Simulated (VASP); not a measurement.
Here is a VASP 6.6.1 calculation.

INCAR

```
SYSTEM = Y
  ALGO = Normal
  DIPOL = 0.5 0.5 0.500
  EDIFF = 1E-6
  ENCUT = 520
  GGA = PE
  IDIPOL = 3
  ISIF = 2
  ISMEAR = 1
  IVDW = 12
  KPAR = 2
  LASPH = .TRUE.
  LCHARG = .TRUE.
  LDIPOL = .TRUE.
  LREAL = .FALSE.
  LVACPOTAV = .TRUE.
  LVHAR = .TRUE.
  LWAVE = .FALSE.
  NELM = 80
  PREC = Accurate
  SIGMA = 0.1
```

KPOINTS

```
k-points
0
G
  11 11 1
  0 0 0
```

File POSCAR:

```
Y                                       
1.0
    3.5683436500      0.0000000000      0.0000000000
   -1.7841718800      3.0902763100      0.0000000000
    0.0000000000      0.0000000000     30.3219727700
  Y             
     4
Direct
     0.6666669999999968    0.3333330000000032    0.3602932694313390
     0.0000009999999975    0.9999990000000025    0.4523211786882134
     0.6666669999999968    0.3333330000000032    0.5476788213117867
     0.0000009999999975    0.9999990000000025    0.6397067305686610
```

Potentials or basis: VASP PAW PBE potentials, release 64 (Y_sv).

Command:

```console
$ cat potpaw_PBE.64/Y_sv/POTCAR > POTCAR
$ mpirun -np 2 vasp_std > vasp.out
```

Task: What does it give for the dispersion energy per atom?

Result: -0.268 eV.

Task: Estimate the work function of the upper face.

Result: 3.24 eV.

Task: Estimate the band gap on the k mesh.

Result: None (metal or under the smearing width).

Task: Predict the work function of the lower face.

Result: 3.24 eV.

Task: Estimate the largest force.

Result: 0.017 eV/Å.

Forces on the atoms (eV/Å):
```
Y    0.000  0.000  0.017
Y    0.000  0.000  0.017
Y    0.000  0.000 -0.017
Y    0.000  0.000 -0.017
```
